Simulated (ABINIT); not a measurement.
Crystal: MoP.

```
Mo P
1.0
     3.22300    0.00000    0.00000
    -1.61150    2.79120    0.00000
     0.00000    0.00000    3.19100
Mo P
1 1
Direct
  0.00000 0.00000 0.00000
  0.33333 0.66667 0.50000
```

Base run:

- Program: ABINIT 10.8.3 (patched build)
- Functional: rPW86PBE
- Potentials or basis: JTH PAW PBE v2.0
- Cutoff: 544 eV
- k mesh: 10 × 10 × 8
- Occupations: fermi-dirac, width 0.05 eV
- Spin: no spin polarisation

Its results: band gap on the k mesh none (metal or under the smearing width); pressure 11.4 GPa.

The run is repeated on the same cell with these changes: functional from rPW86PBE to HCTH407. What comes out?

Band gap on the k mesh none (metal or under the smearing width); pressure -6.6 GPa.

Caveats: the PAW data sets were made with another functional, which shifts forces and pressure a little.
